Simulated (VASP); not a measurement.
# Si2Mo (I4/mmm) in VASP: notebook

Runs on Si2Mo. Level: PBE. Tasks: single point.

All numbers are computed with VASP 6.6.1; they aren't measurements. Logs are shortened: lines on timing, memory, paths and dates and some standing lists are left out, and cuts for length are marked.

## (1) The crystal as given

Symmetry: I4/mmm, No. 139, tetragonal system. The conventional cell has a = 3.200 Å, b = 3.200 Å, c = 7.861 Å, α = 90.00°, β = 90.00°, γ = 90.00°. Mo (site symmetry 4/mmm) is surrounded by 10 Si at 2.62 Å. Around Si (site symmetry 4mm) lie 5 Si at 2.61 to 2.63 Å and 5 Mo at 2.62 Å.

## (2) Single point, PBE

Input file INCAR:

```
SYSTEM = Si2Mo
PREC     = Accurate       ! precision mode
ENCUT    = 500            ! plane-wave cutoff, eV
EDIFF    = 1E-6           ! SCF threshold, eV
ISMEAR   = 0              ! smearing method
SIGMA    = 0.02           ! smearing width, eV
LREAL    = .FALSE.        ! projectors in reciprocal space
LASPH    = .TRUE.         ! aspherical terms in the spheres
NELM     = 100            ! most SCF steps
ALGO     = Normal         ! electronic algorithm
ISIF     = 2              ! what is computed and relaxed
LWAVE    = .FALSE.        ! write WAVECAR
LCHARG   = .TRUE.         ! write CHGCAR
GGA      = PE             ! functional
LELF     = .TRUE.         ! ELF
LVHAR    = .TRUE.
```

Input file KPOINTS:

```
regular mesh
0
G
  6 6 6
  0 0 0
```

Input file POSCAR:

```
Si2Mo
1.0
   -1.6000000000      1.6000000000      3.9305000000
    1.6000000000     -1.6000000000      3.9305000000
    1.6000000000      1.6000000000     -3.9305000000
Mo Si
1 2
Direct
    0.0000000000      0.0000000000      0.0000000000
    0.6670000000      0.6670000000      0.0000000000
    0.3330000000      0.3330000000      0.0000000000
```

Potentials or basis: VASP PAW PBE potentials, release 64 (Mo_sv_GW, Si_GW).

Started as:

```sh
> cat potpaw_PBE.64/Mo_sv_GW/POTCAR potpaw_PBE.64/Si_GW/POTCAR > POTCAR
> mpirun -np 1 vasp_std > vasp.out
```

OUTCAR:

```text
SYSTEM = Si2Mo
   PREC = Accurate
   ENCUT = 500
   EDIFF = 1E-6
   ISMEAR = 0
   LREAL = .FALSE.
   LASPH = .TRUE.
   NELM = 100
   ISIF = 2
   GGA = PE

 ion  position               nearest neighbor table
   1  0.000  0.000  0.000-   2 2.62   3 2.62   2 2.62   3 2.62   2 2.62   3 2.62   3 2.62   2 2.62
                             2 2.62   3 2.62
   2  0.667  0.667  0.000-   3 2.61   3 2.61   3 2.61   3 2.61   1 2.62   1 2.62   1 2.62   1 2.62
                             1 2.62   3 2.63
   3  0.333  0.333  0.000-   2 2.61   2 2.61   2 2.61   2 2.61   1 2.62   1 2.62   1 2.62   1 2.62
                             1 2.62   2 2.63

  LATTYP: Found a body centered tetragonal cell.
 ALAT       =     3.2000000000
 C/A-ratio  =     2.4565625000

  Lattice vectors:

 A1 = (  -1.6000000000,   1.6000000000,   3.9305000000)
 A2 = (   1.6000000000,  -1.6000000000,   3.9305000000)
 A3 = (   1.6000000000,   1.6000000000,  -3.9305000000)

Analysis of symmetry for initial positions (statically):
=====================================================================
 Subroutine PRICEL returns:
 Original cell was already a primitive cell.

 Routine SETGRP: Setting up the symmetry group for a
 body centered tetragonal supercell.

 Subroutine GETGRP returns: Found 16 space group operations
 (whereof 16 operations were pure point group operations)
 out of a pool of 16 trial point group operations.

The static configuration has the point symmetry D_4h.

Analysis of symmetry for dynamics (positions and initial velocities):
=====================================================================
 Subroutine PRICEL returns:
 Original cell was already a primitive cell.

 Routine SETGRP: Setting up the symmetry group for a
 body centered tetragonal supercell.

 Subroutine GETGRP returns: Found 16 space group operations
 (whereof 16 operations were pure point group operations)
 out of a pool of 16 trial point group operations.

The dynamic configuration has the point symmetry D_4h.

 Subroutine INISYM returns: Found 16 space group operations
 (whereof 16 operations are pure point group operations),
 and found     1 'primitive' translations

----------------------------------------------------------------------------------------

                                     Primitive cell

  volume of cell :      40.2483

  direct lattice vectors                    reciprocal lattice vectors
    -1.600000000  1.600000000  3.930500000     0.000000000  0.312500000  0.127210279
     1.600000000 -1.600000000  3.930500000     0.312500000  0.000000000  0.127210279
     1.600000000  1.600000000 -3.930500000     0.312500000  0.312500000  0.000000000

  length of vectors
     4.535287229  4.535287229  4.535287229     0.337399918  0.337399918  0.441941738

  position of ions in fractional coordinates (direct lattice)
     0.000000000  0.000000000  0.000000000
     0.667000000  0.667000000  0.000000000
     0.333000000  0.333000000  0.000000000

  ion indices of the primitive-cell ions
   primitive index   ion index
                 1           1
                 2           2
                 3           3

----------------------------------------------------------------------------------------

 KPOINTS: regular mesh

Automatic generation of k-mesh.
 Grid dimensions read from file:
 generate k-points for:    6    6    6

 Generating k-lattice:

  Cartesian coordinates                     Fractional coordinates (reciprocal lattice)
     0.000000000  0.052083333  0.021201713     0.166666667  0.000000000 -0.000000000
     0.052083333  0.000000000  0.021201713     0.000000000  0.166666667 -0.000000000
     0.052083333  0.052083333  0.000000000     0.000000000  0.000000000  0.166666667

  Length of vectors
     0.056233320  0.056233320  0.073656956

  Shift w.r.t. Gamma in fractional coordinates (k-lattice)
     0.000000000  0.000000000  0.000000000

 Subroutine IBZKPT returns following result:
 ===========================================

 Found     30 irreducible k-points:

 Following reciprocal coordinates:
            Coordinates               Weight
  0.000000  0.000000  0.000000      1.000000
  0.166667 -0.000000  0.000000      8.000000
  0.333333 -0.000000  0.000000      8.000000
  0.500000 -0.000000  0.000000      4.000000
  0.166667  0.166667  0.000000      8.000000
  0.333333  0.166667  0.000000     16.000000
[... 16 lines left out ...]
 -0.333333 -0.333333  0.166667      8.000000
 -0.166667 -0.333333  0.166667      8.000000
 [... further k-points ...]
   k-points           NKPTS =     30   k-points in BZ     NKDIM =     30   number of bands    NBANDS=     15
   number of dos      NEDOS =    301   number of ions     NIONS =      3
   total plane-waves  NPLWV =  46656
   dimension x,y,z NGX =    36 NGY =   36 NGZ =   36
   dimension x,y,z NGXF=    72 NGYF=   72 NGZF=   72
   ions per type =               1   2
   NGX,Y,Z   is equivalent  to a cutoff of  13.20, 13.20, 13.20 a.u.
   NGXF,Y,Z  is equivalent  to a cutoff of  26.39, 26.39, 26.39 a.u.
 SYSTEM =  Si2Mo
   PREC   = accura    normal or accurate (medium, high low for compatibility)
   ISTART =      0    job   : 0-new  1-cont  2-samecut
   ICHARG =      2    charge: 1-file 2-atom 10-const
   ISPIN  =      1    spin polarized calculation?
   LNONCOLLINEAR =      F non collinear calculations
   LSORBIT =      F    spin-orbit coupling
   LASPH  =      T    aspherical Exc in radial PAW
   ENCUT  =  500.0 eV  36.75 Ry    6.06 a.u.   8.27  8.27  8.27*2*pi/ulx,y,z
   NELM   =    100;   NELMIN=  2; NELMDL= -5     # of ELM steps
   EDIFF  = 0.1E-05   stopping-criterion for ELM
[... 8 lines left out ...]
   TEBEG  =    0.0;   TEEND  =   0.0 temperature during run
   PSTRESS=    0.0 pullay stress
   NELECT =      22.0000    total number of electrons
   NUPDOWN=      -1.0000    fix difference up-down
   EMIN   =  10.00;   EMAX   =-10.00  energy-range for DOS
   EFERMI =   0.00;   METHOD = LEGACY
   ISMEAR =     0;   SIGMA  =   0.02  broadening in eV -4-tet -1-fermi 0-gaus
   EFERMI_NEDOS =   21; number of points for ismear=-14 and -15
   IALGO  =     38    algorithm
   IMIX   =      4    mixing-type and parameters
     AMIX     =   0.40;   BMIX     =  1.00
     AMIX_MAG =   1.60;   BMIX_MAG =  1.00
  volume/ion in A,a.u.               =      13.42        90.54
  Fermi-wavevector in a.u.,A,eV,Ry     =   1.338546  2.529484 24.377614  1.791704
  Thomas-Fermi vector in A             =   2.467007
   LORBIT       =      0    0 simple, 1 ext, 2 COOP (PROOUT), +10 PAW based schemes
   GGA     = PE    functional components
   LHFCALC =     F    Hartree Fock is set to
   AEXX    =    0.0000 exact exchange contribution
   IVDW    =     0    specifies the selected vdW correction
   LEPSILON=     F    determine dielectric tensor
   LRPA    =     F    only Hartree local field effects (RPA)
 non-spin polarized calculation
 Gauss-broadening in eV      SIGMA  =   0.02
  energy-cutoff  :      500.00
  volume of cell :       40.25
 maximum number of plane-waves:      1042
 NGX is ok and might be reduce to    36
   NGX = 17   NGY = 17   NGZ = 17

 number of electron      22.0000000 magnetization

 Free energy of the ion-electron system (eV)
  ---------------------------------------------------
  ext. energy  EPLUGINS =         0.00000000
  ---------------------------------------------------
  free energy    TOTEN  =       -24.04037113 eV

  energy without entropy =      -24.04037113  energy(sigma->0) =      -24.04037113

 E-fermi :  11.8508     XC(G=0): -12.4177

 val. band max:       11.6787301923   @ k =   0.5000   0.5000   0.3333
 cond. band min:      12.0251639295   @ k =  -0.3333   0.5000   0.3333
 fundamental gap:      0.3464337372
 Fermi energy:        11.8508242338

 k-point     1 :       0.0000    0.0000    0.0000
  band No.  band energies     occupation
      1     -48.8992      2.00000
      2     -23.0636      2.00000
      3     -22.9564      2.00000
      4     -22.9564      2.00000
      5      -1.6070      2.00000
      6       5.5091      2.00000
      7       8.3782      2.00000
      8       8.8353      2.00000
      9       9.1928      2.00000
     10       9.1928      2.00000
     11      12.2634      0.00000
     12      14.9227      0.00000
     13      14.9662      0.00000
     14      15.4826      0.00000
     15      15.4828      0.00000

 k-point     2 :       0.1667   -0.0000    0.0000
  band No.  band energies     occupation
      1     -48.8946      2.00000
      2     -23.0582      2.00000
      3     -23.0208      2.00000
      4     -22.9503      2.00000
      5      -1.1105      2.00000
      6       5.4630      2.00000
      7       7.2619      2.00000
      8       8.7889      2.00000
      9       9.5158      2.00000
     10       9.6034      2.00000
     11      11.1983      2.00000
     12      13.7711      0.00000
     13      14.1953      0.00000
     14      15.8718      0.00000
     15      16.0953      0.00000

 k-point     3 :       0.3333   -0.0000    0.0000
  band No.  band energies     occupation
      1     -48.8853      2.00000
      2     -23.1485      2.00000
      3     -23.0483      2.00000
      4     -22.9381      2.00000
      5       0.2786      2.00000
      6       4.3308      2.00000
      7       6.7708      2.00000
      8       7.9795      2.00000
      9       9.5226      2.00000
     10       9.7177      2.00000
     11      10.6857      2.00000
     12      13.5209      0.00000
     13      14.4875      0.00000
     14      15.5672      0.00000
     15      16.2576      0.00000
[... 343 lines left out ...]
 k-point    23 :      -0.3333   -0.3333    0.1667
  band No.  band energies     occupation
      1     -48.8897      2.00000
      2     -23.0642      2.00000
      3     -23.0173      2.00000
      4     -23.0117      2.00000
      5       0.2030      2.00000
      6       3.4961      2.00000
      7       7.6478      2.00000
      8       8.3098      2.00000
      9       9.8466      2.00000
     10       9.9499      2.00000
     11      10.6436      2.00000
     12      12.6663      0.00000
     13      13.6537      0.00000
     14      15.9924      0.00000
     15      17.1850      0.00000

 k-point    24 :      -0.1667   -0.3333    0.1667
  band No.  band energies     occupation
      1     -48.8944      2.00000
      2     -23.0673      2.00000
      3     -23.0213      2.00000
      4     -22.9506      2.00000
      5      -0.5754      2.00000
      6       3.9610      2.00000
      7       7.7169      2.00000
      8       9.1641      2.00000
      9       9.5964      2.00000
     10       9.8794      2.00000
     11      11.3128      2.00000
     12      13.0680      0.00000
     13      14.4245      0.00000
     14      14.5006      0.00000
     15      16.2386      0.00000

 [... further k-points ...]
[... 5 lines left out ...]
  --------------------------------------------------------------------------------------
  -------------------------------------------------------------------------------------
  Total        0.5093243      0.5093243      0.2161853      0.0000000      0.0000000      0.0000000
  in kB       20.2748295     20.2748295      8.6057550      0.0000000      0.0000000      0.0000000
  external PRESSURE =      16.3851380 kB  Pullay stress =       0.0000000 kB

 VOLUME and BASIS-vectors are now :
 -----------------------------------------------------------------------------
  energy-cutoff  :      500.00
  volume of cell :       40.25
      direct lattice vectors                 reciprocal lattice vectors
    -1.600000000  1.600000000  3.930500000     0.000000000  0.312500000  0.127210279
     1.600000000 -1.600000000  3.930500000     0.312500000  0.000000000  0.127210279
     1.600000000  1.600000000 -3.930500000     0.312500000  0.312500000  0.000000000

 POSITION                                       TOTAL-FORCE (eV/Angst)
 -----------------------------------------------------------------------------------
      0.00000      0.00000      0.00000         0.000000      0.000000     -0.000000
      0.00000      0.00000      5.24329        -0.000000     -0.000000     -0.260105
      0.00000      0.00000      2.61771         0.000000      0.000000      0.260105
 -----------------------------------------------------------------------------------
    total drift:                                0.000000      0.000000     -0.000000

  FREE ENERGIE OF THE ION-ELECTRON SYSTEM (eV)
  ---------------------------------------------------
  free  energy   TOTEN  =       -24.0403711306 eV

  energy  without entropy=      -24.0403711306  energy(sigma->0) =      -24.04037113
```

Run time: 14 s. Hardware: 1 thread of Intel Xeon 6975P-C (Granite Rapids), shared host; peak memory 0.21 GiB.

What came out:

- Free energy: -24.0404 eV
- Pressure: 1.6 GPa
- Largest force: 0.260 eV/Å
- Band gap on the k mesh: none (metal or under the smearing width)

Forces on the atoms (eV/Å):
```
Mo   0.000  0.000  0.000
Si   0.000  0.000 -0.260
Si   0.000  0.000  0.260
```

Stress tensor (GPa, compression positive):
```
2.03 0.00 0.00
0.00 2.03 0.00
0.00 0.00 0.86
```

Caveat: the k mesh is coarse (spacing up to 0.46 Å⁻¹), so the values aren't converged.

(Part 1 of 2 ends here.)
